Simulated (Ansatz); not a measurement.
# Ag (Im-3m) in Ansatz: a series of runs

Runs on Ag. Level: PBEsol. Tasks: relaxation of cell and atoms.

Everything below comes from runs of Ansatz 0.2.0. Logs are shortened: lines on timing, memory, paths and dates and some standing lists are left out, and cuts for length are marked.

### 1 The crystal as given

It takes space group Im-3m (No. 229, cubic). Conventional cell: a = 3.311 Å, b = 3.311 Å, c = 3.311 Å, α = 90.00°, β = 90.00°, γ = 90.00°. Around Ag (site symmetry m-3m) lie 8 Ag at 2.87 Å.

This isn't the form of Ag at room conditions, which is fcc.

### 2 Relaxation of cell and atoms, PBEsol, target pressure 5 GPa, at which the enthalpy is minimised

Contents of input.yaml:

```yaml
crystal:
  lattice:
    - [-1.655654, 1.655654, 1.655654]
    - [1.655654, -1.655654, 1.655654]
    - [1.655654, 1.655654, -1.655654]
  atoms:
    - { symbol: Ag, position: [0.0, 0.0, 0.0] }
kpoints:
  mp_grid: { grid: [11, 11, 11] }
scf:
  occupations: { method: fermi_dirac, width: 0.05 }
hamiltonian:
  xc: pbesol
  pseudopotentials: { kind: all_electron, lapw: { basis_error: 0.001 } }
output:
  forces: true
  stress: true
relax:
  f_tol: 0.01
  max_steps: 60
  cell: { p_target: 5 }
```

Potentials or basis: all-electron LAPW, scalar-relativistic.

Command:

```console
> ansatz run input.yaml --threads 1 --pin off --max-ram 3072MiB --backend cpu --events-out ev --progress --plain --runs-dir out
```

The log of the run:

```text
Warning: RAYON_NUM_THREADS=1 ignored (pool sized by the plan → 1); use --threads N
The last accepted step is kept in <dir> (removed where the run ends without a failure and the disk answers)
LAPW: plane waves up to 8.295 Å⁻¹, error target 1.0e-3 eV per atom; small_component_spin mean_spin; Ag in spheres of 1.391 Å, 19 of its electrons in bands, Dirac shells [] (how accurate: hamiltonian.pseudopotentials.lapw.basis_error, Limitations)
Engine: ansatz 0.2.0, aarch64-unknown-linux-gnu
Pseudopotentials: kind: all_electron
Pseudopotential: Ag, LAPW, valence charge 19, lapw/all_electron/scalar/gaussian/Ag, Koelling and Harmon's equation, gaussian nucleus
Functional definition: PBEsol
  exchange = pbesol_x
  correlation = pbesol_c
Crystal: 1 atoms, lattice volume = 18.154 Å³
Basis set: ecut = 262.18172984757973 eV, 177 PW (Γ), exchange–correlation at level 2
Bands: 14, of which v1, the nominal top of the filled ones, is band 10 counted from 1 (9 counted from 0)
Symmetry: 48 space group operations
Space group: Im-3m (ITA 229), of the structure as read, at distance tolerance 2.6e-5 Å
k-points: 56 of 1331
Non-local potential: Ag, projectors of the file, none
Initial density: superposition of atomic densities (chi_scale 0.1, normalization cell)
Initial wavefunctions: plane waves of lowest kinetic energy (no species holds an atomic orbital)
Functional: x = pbesol(κ = 0.804, μ = 0.12345679012345678), c = pbesol(β = 0.046)
iter 1 solved again at ethr=4.71e-4 eV; its pass at ethr=1.00e-1 eV (dr2=8.95e-2 eV) is discarded
SCF iter   1: F=—  HF=-144588.212432 eV  |F-HF|=—  |Δ(HF+E_count)|=         —  Δρ=2.61e-2  dr2=9.00e-2  ethr=4.71e-4  ⟨swp⟩=2.9  Hψ=5426  notcnv=0
preconditioner: auto → Kerker (q_TF=auto, 2.749 Å⁻¹)  [metal: Δε(μ)=0.022 eV  Ē_g=15.123 eV  σ=0.050 eV  W_gap=0.11  n_scr=12 (ndim 8)  ℏωp=28.9 eV  f_vac=0.000  D(μ)=0.71/eV (n_scr^D=0)]
iter 2 solved again at ethr=1.93e-5 eV; its pass at ethr=4.71e-4 eV (dr2=3.66e-3 eV) is discarded
SCF iter   2: F=—  HF=-144588.001844 eV  |F-HF|=—  |Δ(HF+E_count)|=   2.11e-1  Δρ=4.30e-3  dr2=3.67e-3  ethr=1.93e-5  ⟨swp⟩=2.0  Hψ=3932  notcnv=0
preconditioner: auto → none  [insulator: Δε(μ)=0.259 eV  Ē_g=15.953 eV  σ=0.050 eV  W_gap=0.61  n_scr=12 (ndim 8)  ℏωp=28.9 eV  f_vac=0.000  D(μ)=0.44/eV (n_scr^D=0)  ε∞_Penn≈4.3]
SCF iter   3: F=—  HF=-144587.950696 eV  |F-HF|=—  |Δ(HF+E_count)|=   5.11e-2  Δρ=5.52e-3  dr2=4.85e-3  ethr=1.93e-5  ⟨swp⟩=3.0  Hψ=2480  notcnv=0
SCF iter   4: F=—  HF=-144587.948796 eV  |F-HF|=—  |Δ(HF+E_count)|=   1.90e-3  Δρ=8.15e-4  dr2=1.10e-4  ethr=1.93e-5  ⟨swp⟩=2.0  Hψ=2101  notcnv=0
SCF iter   5: F=—  HF=-144587.948817 eV  |F-HF|=—  |Δ(HF+E_count)|=   2.10e-5  Δρ=2.36e-5  dr2=3.40e-8  ethr=5.79e-7  ⟨swp⟩=2.0  Hψ=2101  notcnv=0
SCF iter   6: F=-144587.948815 eV  HF=-144587.948815 eV  |F-HF|=1.87e-8  |Δ(HF+E_count)|=   1.31e-6  Δρ=6.37e-6  dr2=4.49e-9  ethr=1.79e-10  ⟨swp⟩=3.1  Hψ=2420  notcnv=0
SCF 1 converged in 6 iterations: F = -144587.948815 eV  dr2 = 4.49e-9
relax step   1: F+E_penalty+E_count = -144587.94881535 eV  Δ(F+E_penalty+E_count) = +0.000e0 eV  max|allowed force component| = 0.000e0 eV/Å  Δτ_max = 0.0000 Å  P = -7.295 GPa  Ω = 18.154 Å³  (6 SCF iters, accepted)
Crystal: 1 atoms, lattice volume = 15.626 Å³
Basis set: ecut = 289.7430884089007 eV, 177 PW (Γ), exchange–correlation at level 2
Initial density: handed on by an earlier stage of this run
Initial wavefunctions: those handed on with the density
iter 1 solved again at ethr=2.85e-6 eV; its pass at ethr=1.00e-1 eV (dr2=5.41e-4 eV) is discarded
SCF iter   1: F=—  HF=-144587.949550 eV  |F-HF|=—  |Δ(HF+E_count)|=         —  Δρ=2.26e-3  dr2=5.40e-4  ethr=2.85e-6  ⟨swp⟩=4.7  Hψ=4940  notcnv=0
preconditioner: auto → none  [metal: Δε(μ)=0.020 eV  Ē_g=17.246 eV  σ=0.050 eV  W_gap=0.10  n_scr=0 (ndim 8)  ℏωp=31.2 eV  f_vac=0.000  D(μ)=0.70/eV (n_scr^D=12)]
iter 2 solved again at ethr=1.93e-7 eV; its pass at ethr=2.84e-6 eV (dr2=3.67e-5 eV) is discarded
SCF iter   2: F=—  HF=-144587.949110 eV  |F-HF|=—  |Δ(HF+E_count)|=   4.41e-4  Δρ=5.95e-4  dr2=3.67e-5  ethr=1.93e-7  ⟨swp⟩=2.0  Hψ=3629  notcnv=0
SCF iter   3: F=—  HF=-144587.949037 eV  |F-HF|=—  |Δ(HF+E_count)|=   7.26e-5  Δρ=4.63e-4  dr2=2.20e-5  ethr=1.93e-7  ⟨swp⟩=2.0  Hψ=2086  notcnv=0
SCF iter   4: F=—  HF=-144587.949017 eV  |F-HF|=—  |Δ(HF+E_count)|=   1.97e-5  Δρ=2.36e-5  dr2=4.03e-8  ethr=1.16e-7  ⟨swp⟩=2.0  Hψ=2086  notcnv=0
SCF iter   5: F=-144587.949017 eV  HF=-144587.949017 eV  |F-HF|=1.34e-9  |Δ(HF+E_count)|=   8.12e-8  Δρ=3.76e-6  dr2=9.05e-10  ethr=2.12e-10  ⟨swp⟩=2.9  Hψ=2190  notcnv=0
SCF 2 converged in 5 iterations: F = -144587.949017 eV  dr2 = 9.05e-10
relax step   2: F+E_penalty+E_count = -144587.94901730 eV  Δ(F+E_penalty+E_count) = -2.019e-4 eV  max|allowed force component| = 0.000e0 eV/Å  Δτ_max = 0.0000 Å  P = +10.075 GPa  Ω = 15.626 Å³  (5 SCF iters, accepted)
Crystal: 1 atoms, lattice volume = 16.289 Å³
Basis set: ecut = 281.83236281622607 eV, 177 PW (Γ), exchange–correlation at level 2
iter 1 solved again at ethr=2.02e-7 eV; its pass at ethr=1.00e-1 eV (dr2=3.85e-5 eV) is discarded
SCF iter   1: F=—  HF=-144587.977120 eV  |F-HF|=—  |Δ(HF+E_count)|=         —  Δρ=5.76e-4  dr2=3.81e-5  ethr=2.02e-7  ⟨swp⟩=5.1  Hψ=5000  notcnv=0
preconditioner: auto → Kerker (q_TF=auto, 2.799 Å⁻¹)  [metal: Δε(μ)=0.067 eV  Ē_g=16.836 eV  σ=0.050 eV  W_gap=0.31  n_scr=12 (ndim 8)  ℏωp=30.5 eV  f_vac=0.000  D(μ)=0.65/eV (n_scr^D=0)]
SCF iter   2: F=—  HF=-144587.977098 eV  |F-HF|=—  |Δ(HF+E_count)|=   2.19e-5  Δρ=3.24e-4  dr2=1.43e-5  ethr=2.01e-7  ⟨swp⟩=2.0  Hψ=2090  notcnv=0
SCF iter   3: F=—  HF=-144587.977096 eV  |F-HF|=—  |Δ(HF+E_count)|=   2.08e-6  Δρ=1.78e-4  dr2=5.04e-6  ethr=7.50e-8  ⟨swp⟩=2.0  Hψ=2090  notcnv=0
SCF iter   4: F=—  HF=-144587.977093 eV  |F-HF|=—  |Δ(HF+E_count)|=   3.16e-6  Δρ=8.37e-5  dr2=1.29e-6  ethr=2.65e-8  ⟨swp⟩=2.0  Hψ=2090  notcnv=0
iter 5 solved again at ethr=2.93e-10 eV; its pass at ethr=6.82e-9 eV (dr2=5.57e-8 eV) is discarded
SCF iter   5: F=-144587.977093 eV  HF=-144587.977093 eV  |F-HF|=8.15e-10  |Δ(HF+E_count)|=   3.51e-7  Δρ=1.77e-5  dr2=5.57e-8  ethr=2.93e-10  ⟨swp⟩=2.0  Hψ=3633  notcnv=0
SCF 3 converged in 5 iterations: F = -144587.977093 eV  dr2 = 5.57e-8
relax step   3: F+E_penalty+E_count = -144587.97709286 eV  Δ(F+E_penalty+E_count) = -2.808e-2 eV  max|allowed force component| = 0.000e0 eV/Å  Δτ_max = 0.0000 Å  P = +3.774 GPa  Ω = 16.289 Å³  (5 SCF iters, accepted)
Crystal: 1 atoms, lattice volume = 16.155 Å³
Basis set: ecut = 283.38021350608597 eV, 177 PW (Γ), exchange–correlation at level 2
iter 1 solved again at ethr=2.22e-8 eV; its pass at ethr=1.00e-1 eV (dr2=4.23e-6 eV) is discarded
SCF iter   1: F=—  HF=-144587.973484 eV  |F-HF|=—  |Δ(HF+E_count)|=         —  Δρ=1.11e-4  dr2=1.35e-6  ethr=2.22e-8  ⟨swp⟩=4.8  Hψ=4844  notcnv=0
preconditioner: auto → Kerker (q_TF=auto, 2.803 Å⁻¹)  [metal: Δε(μ)=0.050 eV  Ē_g=16.916 eV  σ=0.050 eV  W_gap=0.24  n_scr=12 (ndim 8)  ℏωp=30.6 eV  f_vac=0.000  D(μ)=0.67/eV (n_scr^D=0)]
SCF iter   2: F=—  HF=-144587.973483 eV  |F-HF|=—  |Δ(HF+E_count)|=   9.33e-7  Δρ=5.80e-5  dr2=4.46e-7  ethr=7.12e-9  ⟨swp⟩=2.0  Hψ=2089  notcnv=0
SCF iter   3: F=—  HF=-144587.973483 eV  |F-HF|=—  |Δ(HF+E_count)|=   9.05e-8  Δρ=3.61e-5  dr2=1.98e-7  ethr=2.35e-9  ⟨swp⟩=2.0  Hψ=2089  notcnv=0
SCF iter   4: F=-144587.973483 eV  HF=-144587.973483 eV  |F-HF|=1.13e-8  |Δ(HF+E_count)|=   1.17e-7  Δρ=1.62e-5  dr2=4.78e-8  ethr=1.04e-9  ⟨swp⟩=2.0  Hψ=2089  notcnv=0
SCF 4 converged in 4 iterations: F = -144587.973483 eV  dr2 = 4.78e-8
relax step   4: F+E_penalty+E_count = -144587.97348323 eV  Δ(F+E_penalty+E_count) = +3.610e-3 eV  max|allowed force component| = 0.000e0 eV/Å  Δτ_max = 0.0000 Å  P = +4.915 GPa  Ω = 16.155 Å³  (4 SCF iters, accepted)
Crystal: 1 atoms, lattice volume = 16.146 Å³
Basis set: ecut = 283.4958931707007 eV, 177 PW (Γ), exchange–correlation at level 2
iter 1 solved again at ethr=5.00e-10 eV; its pass at ethr=1.00e-1 eV (dr2=9.51e-8 eV) is discarded
SCF iter   1: F=—  HF=-144587.973177 eV  |F-HF|=—  |Δ(HF+E_count)|=         —  Δρ=2.07e-5  dr2=5.05e-8  ethr=5.00e-10  ⟨swp⟩=5.0  Hψ=4577  notcnv=0
preconditioner: auto → Kerker (q_TF=auto, 2.803 Å⁻¹)  [metal: Δε(μ)=0.049 eV  Ē_g=16.924 eV  σ=0.050 eV  W_gap=0.24  n_scr=12 (ndim 8)  ℏωp=30.6 eV  f_vac=0.000  D(μ)=0.67/eV (n_scr^D=0)]
SCF iter   2: F=-144587.973177 eV  HF=-144587.973177 eV  |F-HF|=1.60e-9  |Δ(HF+E_count)|=   1.72e-8  Δρ=1.37e-5  dr2=2.49e-8  ethr=2.66e-10  ⟨swp⟩=2.0  Hψ=2089  notcnv=0
SCF 5 converged in 2 iterations: F = -144587.973177 eV  dr2 = 2.49e-8
relax step   5: F+E_penalty+E_count = -144587.97317725 eV  Δ(F+E_penalty+E_count) = +3.060e-4 eV  max|allowed force component| = 0.000e0 eV/Å  Δτ_max = 0.0000 Å  P = +5.002 GPa  Ω = 16.146 Å³  (2 SCF iters, accepted)
iter 1 solved again at ethr=1.13e-10 eV; its pass at ethr=1.00e-1 eV (dr2=2.15e-8 eV) is discarded
SCF iter   1: F=—  HF=-144587.973178 eV  |F-HF|=—  |Δ(HF+E_count)|=         —  Δρ=1.34e-5  dr2=2.15e-8  ethr=1.13e-10  ⟨swp⟩=4.2  Hψ=4427  notcnv=0
SCF iter   2: F=-144587.973178 eV  HF=-144587.973178 eV  |F-HF|=1.54e-9  |Δ(HF+E_count)|=   2.03e-8  Δρ=8.92e-6  dr2=1.07e-8  ethr=1.13e-10  ⟨swp⟩=2.0  Hψ=2089  notcnv=0
SCF 6 converged in 2 iterations: F = -144587.973178 eV  dr2 = 1.07e-8
relax step   6: F+E_penalty+E_count = -144587.97317768 eV  Δ(F+E_penalty+E_count) = -4.316e-7 eV  max|allowed force component| = 0.000e0 eV/Å  Δτ_max = 0.0000 Å  P = +5.002 GPa  Ω = 16.146 Å³  stress off target by 1.61e-3 GPa  SCF on the basis re-selected at this cell (its energy is not comparable with the rows above)  (2 SCF iters)
basis re-selected at this cell: Δ(F+E_penalty+E_count) = -4.316e-7 eV, ΔP = -0.000 GPa vs the last step (what re-selecting the basis moved, after the strain that the cell walked since its last selection, with what the two solves' SCF thresholds leave and, on support functions, any second-order correction that the steps lacked; it is no measure of the basis error at this ecutwfc). This SCF's stress stands 1.61e-3 GPa from its target on what of the cell is left free (relax.cell.stress_tol is 5.00e-2 GPa) and its largest allowed force component is 0.00e0 eV/Å (relax.f_tol is 1.00e-2 eV/Å): within both
SCF converged after 2 iterations
Free energy (F): -144587.973178 eV
Harris-Foulkes:  -144587.973178 eV  (|F-HF|=1.54e-9)
Internal energy: -144587.968438 eV  (E = F + TS)
E sigma→0 (E₀):  -144587.970808 eV
Entropy (-TS):   -0.004740 eV (-4.740 meV/atom)
Fermi energy:    19.944133 eV
--- Per-component energies (eV) ---
  E_band       = -186.576028
  E_kinetic    = 151165.885403
  E_xc         = -3997.713126
  E_electrostatic = -291756.140714  (all electrons and nuclei)
  E_smearing   = -0.004740  (= −TS)
  E_closure    = 0.000000  (closes the sum)
  E_atoms      = -144584.709470  (free atoms, spherical and without spin; not in F)
  Σ components = -144587.973178   (vs F -144587.973178, Δ=0.00e0)
  Basis errors (estimates in eV, not in F): energy 3.0e-4 per atom: plane waves 2.9e-4 (1.5e-4 summed), levels above the bands 1.3e-123, relativity 1.8e-8, radial functions 1.0e-5, core shells 3.9e-6; eigenvalues (radial functions only) 3.3e-5; not estimated: angular momenta, meshes, grids; target (lapw.basis_error) 1.0e-3; muffin-tin radii Ag 1.338 Å
--- Forces (eV/Å), atoms counted from 1 ---
  atom   1  Ag    -0.00000000     0.00000000     0.00000000
  max |Σ_I F_I| component: 2.55e-31 eV/Å
--- Stress (GPa, compression-positive) ---
        5.001612       0.000000      -0.000000
        0.000000       5.001612       0.000000
       -0.000000       0.000000       5.001612
  P = ⅓ Tr σ = 5.0016 GPa (50.016 kbar)
--- Relaxed structure (5 steps of the walk, 5 accepted, 1 SCFs on fresh bases) ---
  F+E_penalty+E_count = -144587.97317768 eV   max|allowed force component| = 0.000e0 eV/Å   (the final SCF, on the basis selected at the relaxed cell)
  cell:  # Å, volume = 16.1455 Å³
    - [-1.5921992280368336, 1.5921992280368336, 1.5921992280368336]
    - [1.5921992280368336, -1.5921992280368336, 1.5921992280368336]
    - [1.5921992280368336, 1.5921992280368336, -1.5921992280368336]
  atoms:
    - { symbol: Ag, position: [0.0, 0.0, 0.0] }
```

Wall time 23 s (1 thread of Arm Neoverse N1, shared host); peak memory 0.26 GiB.

What came out:

```
Free energy                                            : -144587.9732 eV
Relaxed volume                                         : 16.15 Å³/atom
Relaxed cell                                           : a = 2.758 Å, b = 2.758 Å, c = 2.758 Å, α = 109.47°, β = 109.47°, γ = 109.47°
Space group after relaxing (to 0.05 Å)                 : Im-3m (No. 229)
Energy change on relaxing (the enthalpy is what falls) : -24.4 meV/atom
Ionic steps                                            : 6
Pressure after relaxing                                : 5.0 GPa
```

Step by step:
```csv
step,energy change (eV),largest force (eV/Å),volume (Å³)
1,0.0000,0.0000,18.15
2,-0.0002,0.0000,15.63
3,-0.0283,0.0000,16.29
4,-0.0247,0.0000,16.16
5,-0.0244,0.0000,16.15
6,-0.0244,0.0000,16.15
```

Final structure:
```
Ag
1.0
    -1.59220    1.59220    1.59220
     1.59220   -1.59220    1.59220
     1.59220    1.59220   -1.59220
Ag
1
Direct
  0.00000 0.00000 0.00000
```

### 3 Relaxation of cell and atoms, PBEsol, target pressure 10 GPa, at which the enthalpy is minimised

Changes to input.yaml since step 2:

```diff
@@ -20,2 +20,2 @@
   max_steps: 60
-  cell: { p_target: 5 }
+  cell: { p_target: 10 }
```

Potentials or basis: all-electron LAPW, scalar-relativistic.

Command:

```console
> ansatz run input.yaml --threads 1 --pin off --max-ram 3072MiB --backend cpu --events-out ev --progress --plain --runs-dir out
```

Wall time 16 s (1 thread of Arm Neoverse N1, shared host); peak memory 0.26 GiB.

It converged, with:

| Quantity | Value |
| --- | --- |
| Free energy | -144587.9496 eV |
| Relaxed volume | 15.64 Å³/atom |
| Relaxed cell | a = 2.728 Å, b = 2.728 Å, c = 2.728 Å, α = 109.47°, β = 109.47°, γ = 109.47° |
| Space group after relaxing (to 0.05 Å) | Im-3m (No. 229) |
| Energy change on relaxing (the enthalpy is what falls) | -0.8 meV/atom |
| Ionic steps | 4 |
| Pressure after relaxing | 10.0 GPa |

Step by step:
| step | energy change (eV) | largest force (eV/Å) | volume (Å³) |
| --- | --- | --- | --- |
| 1 | 0.0000 | 0.0000 | 18.15 |
| 2 | -0.0002 | 0.0000 | 15.63 |
| 3 | -0.0008 | 0.0000 | 15.64 |
| 4 | -0.0008 | 0.0000 | 15.64 |

Final structure:
```xyz
1
Lattice="-1.5753 1.5753 1.5753 1.5753 -1.5753 1.5753 1.5753 1.5753 -1.5753" Properties=species:S:1:pos:R:3 pbc="T T T"
Ag    0.0000    0.0000    0.0000
```

[end of part 1 of 2]
